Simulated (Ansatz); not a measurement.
Write the native input for Ansatz 0.2.0 that does the following.

```
Task                : density of states
Functional          : PBE
Dispersion          : D4
Potentials or basis : PseudoDojo stringent (PBE files)
Cutoff              : 1061 eV
Density cutoff      : 4245 eV
k mesh              : 9 × 9 × 5
Occupations         : gaussian, width 0.025 eV
Spin                : no spin polarisation
Hubbard terms       : Sc d U = 4 eV
Double counting     : amf
Hubbard projectors  : ortho-atomic (the default)
```

Sc:

```
Sc
1.0
     3.30900    0.00000    0.00000
    -1.65450    2.86568    0.00000
     0.00000    0.00000    5.27330
Sc
2
Direct
  0.66667 0.33333 0.75000
  0.33333 0.66667 0.25000
```

The input as run:

input.yaml

```yaml
crystal:
  lattice: { a: 3.309, b: 3.309, c: 5.2733, alpha: 90.0, beta: 90.0, gamma: 120.0 }
  space_group: 194
  reduce_to_primitive: true
  atoms:
    - { symbol: Sc, wyckoff: "2c", position: [0.6666666667, 0.3333333333, 0.75] }
hamiltonian:
  xc: pbe
  pseudopotentials: { kind: nc, accuracy: stringent }
  dispersion: d4
  hubbard: { sites: [{ species: Sc, l: d, u_eff: 4.0 }], double_counting: amf }
kpoints:
  mp_grid: { grid: [9, 9, 5] }
scf:
  occupations: { method: gaussian, width: 0.025 }
  n_extra_bands: 6
output:
  forces: true
  stress: true
  eigenvalues: true
  dos: { projected: false, de: 0.05, nscf_kmesh: { grid: [14, 14, 8] } }
  write_density: true
  write_potential: true
  elf: true
  volumetric_format: npy
```

Potentials or basis: PseudoDojo stringent (PBE files).

Launch:

```bash
$ ansatz run input.yaml --threads 1 --pin off --max-ram 2560MiB --backend cpu --events-out ev --progress --plain --runs-dir out
```

It gave:

```yaml
Pressure: -2.3 GPa
Band_gap_on_the_k_mesh: none (metal or under the smearing width)
Density_of_states_at_the_Fermi_level: 4.61 states/eV per cell
```

Caveat: U without spin polarisation on a metal has little footing; pairwise dispersion overbinds metals, which lowers pressure and volume; the U is typed as a test and isn't derived for this compound.

Run time: 13 s on 1 thread of Arm Neoverse V1 (shared host), peak memory 0.68 GiB.
